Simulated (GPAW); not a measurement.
Input of a GPAW 26.7.0 run:

File run.py:

```python
from ase import Atoms
from ase.dft.bandgap import bandgap
from ase.io import write
from ase.units import Bohr, GPa
from gpaw import GPAW, PW, setup_paths
from gpaw.elf import elf_from_dft_calculation

setup_paths.insert(0, '.')

atoms = Atoms(['P', 'P', 'P', 'P'],
              cell=[[1.6477431241, -5.4650377251, 0.0],
                    [1.6477431241, 5.4650377251, 0.0],
                    [0.0, 0.0, 4.54363559]],
              scaled_positions=[[0.90414313, 0.09585687, 0.58881517],
                                [0.09585687, 0.90414313, 0.41118483],
                                [0.59585687, 0.40414313, 0.08881517],
                                [0.40414313, 0.59585687, 0.91118483]],
              pbc=True)

calc = GPAW(mode=PW(600),
            xc='PBEsol',
            kpts={'size': (8, 8, 6), 'gamma': True},
            occupations={'name': 'fermi-dirac', 'width': 0.05},
            nbands=21,
            convergence={'density': 1e-05, 'energy': 1e-05},
            maxiter=150,
            txt='gpaw.txt')
atoms.calc = calc
energy = atoms.get_potential_energy()
forces = atoms.get_forces()
stress = atoms.get_stress()
calc.write('gs.gpw')
write('result.traj', atoms)
print(f'Energy: {energy:.6f} eV')
print('Forces (eV/A):')
print(forces.round(4))
print('Stress (GPa):', (stress / GPa).round(3))
print('Fermi level:', round(calc.get_fermi_level(), 4), 'eV')
print(f'Gap: {bandgap(calc)[0]:.4f} eV, direct: {bandgap(calc, direct=True)[0]:.4f} eV')

# fields on the real-space grid
write('density.cube', atoms, data=calc.get_pseudo_density() * Bohr**3)
write('potential.cube', atoms, data=calc.get_electrostatic_potential())
write('elf.cube', atoms, data=elf_from_dft_calculation(calc).data)
```

Potentials or basis: PAW data sets generated in the run's folder for this functional, pw.

Run with:

```console
$ gpaw-setup -f PBEsol P
$ OMP_NUM_THREADS=1 python run.py
```

(1) Predict the pressure.

(2) What does it give for the largest force?

Results:

(1) -0.3 GPa.

(2) 0.338 eV/Å.

Caveat: the program warned that so skewed a cell can give wrong results.
